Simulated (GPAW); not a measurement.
Au: single point with PBEsol

The system is Au.

```xyz
1
Lattice="-1.6672 1.6108 1.6647 1.6037 -1.6357 1.6260 1.7364 1.7049 -1.6895" Properties=species:S:1:pos:R:3 pbc="T T T"
Au   -0.0479   -0.0243   -0.0083
```

The cell isn't the ideal one: cell strained at random at fixed volume.

* Program: GPAW 26.7.0
* Task: single point
* Functional: PBEsol
* Potentials or basis: PAW data sets generated in the run's folder for this functional
* Cutoff: 600 eV
* Basis: pw
* k mesh: 11 × 11 × 11
* Occupations: fermi-dirac, width 0.05 eV
* Spin: no spin polarisation

```
Pressure               : -6.3 GPa
Band gap on the k mesh : none (metal or under the smearing width)
```

Stress tensor (GPa, compression positive):
```
-5.63 -2.13  1.96
-2.13 -6.30  0.22
 1.96  0.22 -6.99
```

Levels at points of the mesh, in eV from the Fermi level:
| k point | band 2 | band 3 | band 4 | band 5 | band 6 | band 7 | band 8 | band 9 |
| --- | --- | --- | --- | --- | --- | --- | --- | --- |
| (0.00, 0.00, 0.00) | -4.65 | -4.51 | -4.04 | -2.66 | -2.58 | 17.18 | 17.64 | 18.39 |

Run time: 100 s on 1 thread of Arm Neoverse V1, with other jobs on the host, peak memory 0.28 GiB.

Caveat: with this Au data set, volumes or pressures lay over 1.5 % or 2 GPa off other programs in two to four cells of ten. Spin-orbit coupling is left out, which matters for the levels of Au.
